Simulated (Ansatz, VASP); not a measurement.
## SiC: VASP beside Ansatz

```
CELL_PARAMETERS angstrom
0.00000 2.18973 2.18973
2.18973 0.00000 2.18973
2.18973 2.18973 0.00000
ATOMIC_POSITIONS crystal
Si 0.00000 0.00000 0.00000
C 0.75000 0.75000 0.75000
```

Alike in both runs: functional PBE; k mesh 12 × 12 × 12; occupations gaussian, width 0.02 eV; no spin polarisation.

Ansatz relaxed the structure, and its values are those at the end. VASP's run is a single point on that final structure, the one shown.

```csv
,VASP,Ansatz
version,VASP 6.6.1,Ansatz 0.2.0
potentials or method,"VASP PAW PBE potentials, release 64 (Si, C)","scalar-relativistic, plane waves, PAW"
plane-wave cutoff (eV),520,420
valence electrons in the cell,8,8
```

|  | VASP | Ansatz | Ansatz less VASP |
| --- | --- | --- | --- |
| gap on the k mesh at the Fermi level (eV) | 1.37 | 1.37 | +0.003 |
| least direct gap on the mesh (eV) | 4.53 | 4.53 | +0.008 |
| pressure (GPa) | 0.0 | 0.0 | +0.05 |

A k mesh can miss the band edges. PBE gaps usually lie below the measured ones, often by a third to a half.
